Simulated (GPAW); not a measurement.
The system is InP.

```
In P
1.0
     0.00000    2.93050    2.93050
     2.93050    0.00000    2.93050
     2.93050    2.93050    0.00000
In P
1 1
Direct
  0.00000 0.00000 0.00000
  0.75000 0.75000 0.75000
```

| Property | Result |
| --- | --- |
| Program | GPAW 26.7.0 |
| Task | relaxation of cell and atoms |
| Functional | PBEsol |
| Dispersion | D3(BJ) |
| Potentials or basis | PAW data sets generated in the run's folder for this functional |
| Cutoff | 600 eV |
| Basis | pw |
| k mesh | 8 × 8 × 8 |
| Occupations | fermi-dirac, width 0.05 eV |
| Spin | no spin polarisation |

At the start: pressure -1.5 GPa; volume 25.17 Å³/atom.

Question: Where does the relaxation end?

Answer: Over 3 steps the energy falls by 2.6 meV/atom and the volume is 24.60 Å³/atom (-2.2 %); space group F-43m (No. 216, to 0.05 Å).

The path:
```tsv
step	energy change (eV)	largest force (eV/Å)	pressure (GPa)	volume (Å³)
1	0.0000	0.0000	-1.54	50.33
2	-0.0022	0.0000	-1.19	50.07
3	-0.0051	0.0000	0.04	49.20
```

Final structure:
```
In P
1.0
     0.00000    2.90840    2.90840
     2.90840    0.00000    2.90840
     2.90840    2.90840    0.00000
In P
1 1
Direct
  0.00000 0.00000 0.00000
  0.75000 0.75000 0.75000
```

Caveat: later steps reuse the first step's grids.
